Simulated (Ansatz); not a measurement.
Crystal: Ni.

```xyz
1
Lattice="0.0000 1.7376 1.7376 1.7376 0.0000 1.7376 1.7376 1.7376 0.0000" Properties=species:S:1:pos:R:3 pbc="T T T"
Ni    0.0000    0.0000    0.0000
```

Base run:

* Program: Ansatz 0.2.0
* Functional: PBEsol
* Potentials or basis: Ansatz PAW
* Cutoff: 420 eV (not typed: the program's choice for these potentials)
* k mesh: 11 × 11 × 11
* Occupations: fermi-dirac, width 0.05 eV
* Spin: collinear spin, ferromagnetic start
* Starting moments: [0.2] μB
* Fixed moment: 0.2 μB

Its results: pressure -3.3 GPa; site moments Ni +0.21 μB.

Task: The run is repeated on the same cell with these changes: fixed moment from 0.2 μB to 2 μB; moments at the start from [0.2] to [2.0]. What comes out?

Result: Pressure 27.6 GPa; site moments Ni +1.81 μB.

Caveats: the total moment is fixed, so each spin has its own Fermi level; the PAW data sets come from PBE, with cores solved anew for the run's functional, which leaves a small shift of forces and pressure; the thresholds are loose for stress.
